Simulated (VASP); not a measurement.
# Dielectric function of BN, part 3 of 3

Aim: the dielectric function of BN for independent particles, and its static limit with local fields. The cell has space group P6_3/mmc. The start is a cell from a database of measured crystal structures.

VASP 6.6.1, plane waves and PAW; the level of theory is named at each step.

So far. Step 2 (Ground state): The cell has a gap of 4.24 eV on this mesh and a pressure of +5.2 GPa, which holds the misfit of the given cell and coordinates with this functional, and any error of cutoff, mesh and data sets. Step 4 (Static response with local fields): The mean electronic (clamped-ion) dielectric constant is 4.06.

The database entry behind the starting cell differs from later determinations by our own check (about 0.3 % short, minor phase), so it need not match the best structure at ambient conditions.

### 5. Spectrum at r2SCAN

This step: r2SCAN; plane waves and PAW (N, B) (VASP 6.6.1).

The spectrum is made again with r2SCAN.

Input file INCAR:

```
SYSTEM = BN
PREC = Accurate
ENCUT = 520
EDIFF = 1E-07
NELM = 100
ISMEAR = 0
SIGMA = 0.05
LREAL = .FALSE.
ALGO = Normal
METAGGA = R2SCAN
LASPH = .TRUE.
NBANDS = 24
LWAVE = .FALSE.
LCHARG = .FALSE.
KPAR = 4
LOPTICS = .TRUE.
NEDOS = 2000
CSHIFT = 0.2
```

Input file POSCAR:

```
BN
1.0
    2.4982400000      0.0000000000      0.0000000000
   -1.2491200000      2.1635393048      0.0000000000
    0.0000000000      0.0000000000      6.6357000000
N B
2 2
Direct
    0.6666666667      0.3333333333      0.2500000000
    0.3333333333      0.6666666667      0.7500000000
    0.6666666667      0.3333333333      0.7500000000
    0.3333333333      0.6666666667      0.2500000000
```

Input file KPOINTS:

```
Automatic mesh
0
Gamma
14 14 5
0 0 0
```

PAW data sets: N and B (PBE family, release 64).

On the command line:

```sh
$ mpirun -np 4 vasp_std
```

The program printed:

```text
[banner, memory and clock lines left out]
running    4 mpi-ranks, on    1 nodes
 distrk:  each k-point on    1 cores,    4 groups
 distr:  one band on    1 cores,    1 groups

 POSCAR found type information on POSCAR N B
 POSCAR found :  2 types and       4 ions
|                                                                             |
|               ----> ADVICE to this user running VASP <----                  |
|                                                                             |
|     You enforced a specific xc type in the INCAR file but a different       |
|     [... a line on the potential file left out ...]
|     I HOPE YOU KNOW WHAT YOU ARE DOING!                                     |
|                                                                             |

 LDA part: xc-table for (None), standard interpolation
 POSCAR, INCAR and KPOINTS ok, starting setup
 FFT: planning ... GRIDC
 FFT: planning ... GRID_SOFT
 FFT: planning ... GRID
 WAVECAR not read
 entering main loop
       N       E                     dE             d eps       ncg     rms          rms(c)
DAV:   1     0.370884135986E+02    0.37088E+02   -0.74707E+03  3464   0.631E+02
DAV:   2    -0.441480234709E+02   -0.81236E+02   -0.76466E+02  4376   0.181E+02
DAV:   3    -0.466885576086E+02   -0.25405E+01   -0.25232E+01  4344   0.278E+01
DAV:   4    -0.466986588444E+02   -0.10101E-01   -0.10101E-01  3936   0.195E+00
DAV:   5    -0.466987077237E+02   -0.48879E-04   -0.48879E-04  4352   0.117E-01    0.110E+01
DAV:   6    -0.387413471219E+02    0.79574E+01   -0.17102E+00  4176   0.945E+00    0.547E+00
DAV:   7    -0.386069606734E+02    0.13439E+00   -0.72475E-01  4256   0.476E+00    0.307E+00
DAV:   8    -0.385946788246E+02    0.12282E-01   -0.69018E-02  4408   0.194E+00    0.432E-01
DAV:   9    -0.385912512035E+02    0.34276E-02   -0.91956E-03  3976   0.859E-01    0.202E-01
DAV:  10    -0.385914242435E+02   -0.17304E-03   -0.11462E-03  3960   0.233E-01    0.101E-01
DAV:  11    -0.385915822545E+02   -0.15801E-03   -0.19730E-04  3992   0.105E-01    0.198E-02
DAV:  12    -0.385915919871E+02   -0.97325E-05   -0.16395E-05  4128   0.247E-02    0.863E-03
DAV:  13    -0.385915922097E+02   -0.22266E-06   -0.16053E-06  4120   0.892E-03    0.443E-03
DAV:  14    -0.385915923472E+02   -0.13745E-06   -0.10181E-07  3872   0.279E-03    0.112E-03
DAV:  15    -0.385915924017E+02   -0.54501E-07   -0.25050E-08  2368   0.102E-03
   1 F= -.38591592E+02 E0= -.38591592E+02  d E =-.591669E-12
 optical routines
 imaginary and real dielectric function
 direction            1
 direction            2
 direction            3
```

Run time: 73 s. Hardware: 4 MPI ranks of Intel Xeon Platinum 8559C (Emerald Rapids), shared host; peak memory 0.85 GiB.

Parts of OUTCAR (step 5):

```text
   NELECT =      16.0000    total number of electrons

 E-fermi :   2.2992

 k-point     1 :       0.0000    0.0000    0.0000
  band No.  band energies     occupation
    ...
      4      -2.1717      2.00000
      5       0.7027      2.00000
      6       0.7027      2.00000
      7       0.7417      2.00000
      8       0.7417      2.00000
      9       7.6890      0.00000
     10      13.1651      0.00000
     11      14.4030      0.00000
     12      14.4030      0.00000
     13      14.5356      0.00000
    ...

  Total        0.4355098      0.4355098      0.1545987      0.0000000      0.0000000      0.0000000
  in kB       19.4546227     19.4546227      6.9060671      0.0000000      0.0000000      0.0000000
  external PRESSURE =      15.2717709 kB  Pullay stress =       0.0000000 kB

 POSITION                                       TOTAL-FORCE (eV/Angst)
 -----------------------------------------------------------------------------------
      1.24912      0.72118      1.65892        -0.000000      0.000000      0.000000
     -0.00000      1.44236      4.97677         0.000000     -0.000000      0.000000
      1.24912      0.72118      4.97677        -0.000000      0.000000      0.000000
     -0.00000      1.44236      1.65892         0.000000     -0.000000      0.000000
 -----------------------------------------------------------------------------------
    total drift:                                0.000000     -0.000000      0.000000

  FREE ENERGIE OF THE ION-ELECTRON SYSTEM (eV)
  ---------------------------------------------------
  free  energy   TOTEN  =       -38.5915924017 eV

  energy  without entropy=      -38.5915924017  energy(sigma->0) =      -38.59159240

 plasma frequency squared (from intraband transitions) (eV^2)
  --------------------------------------------------------------------------------------
       0.000       0.000      -0.000
       0.000       0.000       0.000
      -0.000       0.000       0.000

[... 9 parts as in an earlier step ...]

[... 7 further parts left out ...]
```

The PAW data sets were made with PBE, which is usual practice but a small mismatch for other functionals.

Numbers from this step:

```
free energy (TOTEN)            : -38.59 eV
Fermi energy                   : 2.299 eV
pressure                       : 1.527 GPa
gap on the k-mesh              : 4.857 eV
least direct gap on the k-mesh : 5.322 eV
```

The imaginary dielectric function has structure finer than the step of the table below, so its rows give means over 1 eV, whole bins alone (the curve runs from 0 to 25.0 eV). Peaks (eV: height): xx 6.2: 9.88, 15.0: 7.41, 17.6: 4.02; zz 10.8: 6.84, 14.6: 4.79.

Absorption under the direct gap is the tail of the CSHIFT broadening, and fine structure depends on the mesh. The imaginary dielectric function by photon energy; means over each step:

```tsv
photon energy (eV)	xx	zz
1	0.0217	0.00640
2	0.0505	0.0142
3	0.102	0.0262
4	0.238	0.0536
5	1.42	0.307
6	7.49	0.983
7	5.96	0.729
8	2.33	0.520
9	1.36	0.676
10	0.909	2.99
11	0.775	4.92
12	0.869	3.24
13	1.24	2.19
14	4.56	3.19
15	6.90	3.61
16	4.60	1.51
17	3.14	0.844
18	2.80	0.716
19	1.91	1.22
20	1.72	1.11
21	1.26	1.05
22	1.19	0.783
23	0.790	0.596
24	0.678	0.642
```

The real dielectric function by photon energy:

```tsv
photon energy (eV)	xx	zz
0.0	4.31	2.80
0.5	4.32	2.80
1.0	4.36	2.81
1.5	4.43	2.83
2.0	4.54	2.86
2.5	4.68	2.90
3.0	4.89	2.96
3.5	5.19	3.03
4.0	5.63	3.14
4.5	6.35	3.29
5.0	7.73	3.58
5.5	9.16	3.72
6.0	8.16	3.13
6.5	1.86	3.00
7.0	0.0235	2.98
7.5	-1.07	3.09
8.0	0.423	3.34
8.5	0.498	3.76
9.0	0.781	4.17
9.5	1.40	5.14
10.0	1.61	6.13
10.5	2.01	4.95
11.0	2.40	0.442
11.5	2.73	1.50
12.0	3.04	1.08
12.5	3.58	0.814
13.0	4.33	0.992
13.5	5.54	1.79
14.0	6.06	2.50
14.5	3.84	1.12
15.0	1.59	-1.07
15.5	-0.119	-1.11
16.0	-1.60	-0.846
16.5	-0.992	-0.335
17.0	-0.0753	-0.0693
17.5	-0.141	0.231
18.0	-1.81	0.424
18.5	-0.848	0.841
19.0	-0.883	0.901
19.5	-0.624	0.395
20.0	-0.681	0.296
20.5	-0.733	0.506
21.0	-0.652	0.382
21.5	-0.365	0.246
22.0	-0.666	0.275
22.5	-0.553	0.359
23.0	-0.572	0.457
23.5	-0.324	0.582
24.0	-0.162	0.666
24.5	-0.195	0.758
```

### 6. Spectrum at LDA

This step: LDA; plane waves and PAW (N, B) (VASP 6.6.1).

The spectrum is made again with LDA.

INCAR, as its differences from that of step 5:

```diff
@@ -9,4 +9,3 @@
 ALGO = Normal
-METAGGA = R2SCAN
-LASPH = .TRUE.
+GGA = CA
 NBANDS = 24
```

POSCAR is that of step 5.

KPOINTS is that of step 5.

On the command line:

```sh
$ mpirun -np 4 vasp_std
```

The program printed:

```text
[banner, memory and clock lines left out]
running    4 mpi-ranks, on    1 nodes
 distrk:  each k-point on    1 cores,    4 groups
 distr:  one band on    1 cores,    1 groups

 POSCAR found type information on POSCAR N B
 POSCAR found :  2 types and       4 ions
 [... a notice as in an earlier step ...]

 LDA part: xc-table for (Slater(with rela. corr.)+CA(PZ))
 , standard interpolation
 POSCAR, INCAR and KPOINTS ok, starting setup
 FFT: planning ... GRIDC
 FFT: planning ... GRID_SOFT
 FFT: planning ... GRID
 WAVECAR not read
 entering main loop
       N       E                     dE             d eps       ncg     rms          rms(c)
DAV:   1     0.397200790867E+02    0.39720E+02   -0.72949E+03  3464   0.615E+02
DAV:   2    -0.395822191032E+02   -0.79302E+02   -0.74666E+02  4384   0.176E+02
DAV:   3    -0.420508137268E+02   -0.24686E+01   -0.24514E+01  4368   0.270E+01
DAV:   4    -0.420602960370E+02   -0.94823E-02   -0.94820E-02  3848   0.187E+00
DAV:   5    -0.420603413453E+02   -0.45308E-04   -0.45308E-04  4360   0.110E-01    0.111E+01
DAV:   6    -0.387945625768E+02    0.32658E+01   -0.22840E+00  4240   0.115E+01    0.499E+00
DAV:   7    -0.384455484286E+02    0.34901E+00   -0.44948E-01  4432   0.400E+00    0.313E+00
DAV:   8    -0.383424620946E+02    0.10309E+00   -0.13551E-01  4384   0.213E+00    0.396E-01
DAV:   9    -0.383401493326E+02    0.23128E-02   -0.58309E-03  3960   0.552E-01    0.217E-01
DAV:  10    -0.383400787083E+02    0.70624E-04   -0.68422E-04  4368   0.153E-01    0.288E-02
DAV:  11    -0.383400640858E+02    0.14622E-04   -0.19856E-05  4056   0.318E-02    0.137E-02
DAV:  12    -0.383400667074E+02   -0.26216E-05   -0.48372E-06  4120   0.117E-02    0.279E-03
DAV:  13    -0.383400667222E+02   -0.14797E-07   -0.57393E-08  3384   0.149E-03
   1 F= -.38340067E+02 E0= -.38340067E+02  d E =-.751739E-11
 optical routines
 imaginary and real dielectric function
 recalculating local potential from charge density
 direction            1
 direction            2
 direction            3
```

It took 15 s on 4 MPI ranks; peak memory 0.78 GiB; 54 s of CPU time.

From OUTCAR (step 6):

```text
   NELECT =      16.0000    total number of electrons

 E-fermi :   2.2678

 k-point     1 :       0.0000    0.0000    0.0000
  band No.  band energies     occupation
    ...
      4      -2.1163      2.00000
      5       0.7031      2.00000
      6       0.7031      2.00000
      7       0.7407      2.00000
      8       0.7407      2.00000
      9       6.9723      0.00000
     10      12.0885      0.00000
     11      13.5402      0.00000
     12      13.5402      0.00000
     13      13.6677      0.00000
    ...

  Total       -0.6096399     -0.6096399     -0.1553030      0.0000000     -0.0000000      0.0000000
  in kB      -27.2331734    -27.2331734     -6.9375294      0.0000000     -0.0000000      0.0000000
  external PRESSURE =     -20.4679587 kB  Pullay stress =       0.0000000 kB

 POSITION                                       TOTAL-FORCE (eV/Angst)
 -----------------------------------------------------------------------------------
      1.24912      0.72118      1.65892        -0.000000      0.000000      0.000000
     -0.00000      1.44236      4.97677        -0.000000     -0.000000      0.000000
      1.24912      0.72118      4.97677         0.000000      0.000000      0.000000
     -0.00000      1.44236      1.65892        -0.000000     -0.000000      0.000000
 -----------------------------------------------------------------------------------
    total drift:                                0.000000     -0.000000      0.000000

  FREE ENERGIE OF THE ION-ELECTRON SYSTEM (eV)
  ---------------------------------------------------
  free  energy   TOTEN  =       -38.3400667222 eV

  energy  without entropy=      -38.3400667222  energy(sigma->0) =      -38.34006672

 plasma frequency squared (from intraband transitions) (eV^2)
  --------------------------------------------------------------------------------------
       0.000       0.000      -0.000
       0.000       0.000      -0.000
       0.000       0.000       0.000

[... 9 parts as in an earlier step ...]

[... 7 further parts left out ...]
```

The PAW data sets were made with PBE, though LDA sets exist; this is a small mismatch.

This step gave:

| Item | Value |
| --- | --- |
| free energy (TOTEN) | -38.34 eV |
| Fermi energy | 2.268 eV |
| pressure | -2.047 GPa |
| gap on the k-mesh | 4.065 eV |
| least direct gap on the k-mesh | 4.524 eV |

The imaginary dielectric function has structure finer than the step of the table below, so its rows give means over 1 eV, whole bins alone (the curve runs from 0 to 25.0 eV). Peaks (eV: height): xx 5.4: 10.9, 14.1: 7.74, 16.6: 4.27; zz 10.0: 7.38, 13.4: 4.50.

Absorption under the direct gap is the tail of the CSHIFT broadening, and fine structure depends on the mesh. Imaginary dielectric function against photon energy; means over each step:

```tsv
photon energy (eV)	xx	zz
1	0.0367	0.00971
2	0.0916	0.0227
3	0.220	0.0492
4	1.05	0.226
5	7.21	1.09
6	7.64	0.839
7	2.94	0.566
8	1.61	0.631
9	0.959	2.33
10	0.770	5.71
11	0.859	3.82
12	1.16	2.56
13	4.13	3.66
14	7.03	3.25
15	5.14	1.27
16	3.35	0.793
17	2.88	0.746
18	2.02	1.26
19	1.74	1.06
20	1.34	1.02
21	1.13	0.718
22	0.752	0.571
23	0.741	0.719
24	0.586	0.678
```

Table of real dielectric function by photon energy:

```tsv
photon energy (eV)	xx	zz
0	4.94	3.02
1	5.02	3.04
2	5.32	3.12
3	6.01	3.28
4	7.88	3.68
5	8.54	3.41
6	-0.534	3.14
7	-0.464	3.44
8	0.388	4.14
9	1.44	6.35
10	2.31	2.43
11	3.01	0.915
12	4.19	0.654
13	6.34	1.89
14	2.37	-1.22
15	-1.62	-0.674
16	-0.237	0.00634
17	-1.68	0.490
18	-0.997	0.603
19	-0.954	0.422
20	-0.712	0.269
21	-0.740	0.307
22	-0.501	0.488
23	-0.314	0.765
24	-0.259	0.558
```

### 7. Outcome

| Item | Value |
| --- | --- |
| PBE, independent particles | eps xx at zero frequency 4.80, centre of weight of eps2 xx, over the range kept, at 12.11 eV, mesh 14×14×5 |
| r2SCAN, independent particles | eps xx at zero frequency 4.31, centre of weight of eps2 xx, over the range kept, at 12.93 eV, mesh 14×14×5 |
| LDA, independent particles | eps xx at zero frequency 4.94, centre of weight of eps2 xx, over the range kept, at 11.95 eV, mesh 14×14×5 |
| PBE, with local fields | eps 4.75, 4.75, 2.69 |

In words: Local fields, and the bands above those summed, take the mean static value from 4.17 to 4.06. Excitons and quasiparticle shifts are absent, so the onset tends to lie too low and its shape can differ. The given cell is kept, although it stands at +5.2 GPa at PBE and ENCUT = 520 eV, which holds the mismatch of the given cell with this functional and any basis-set error.

[Lines on the potential files, build, host, timing and source positions are cut from VASP's logs without a mark.]

[Logs are printed without paths, hosts, clocks, repeated set-up lines and the standing remarks that a program may print on its own settings, such as how far it seeks lower states.]

[Hosts, paths, dates, database ids (printed as entryN), source tags and the programs' standing remarks are cut or masked in the printed files.]
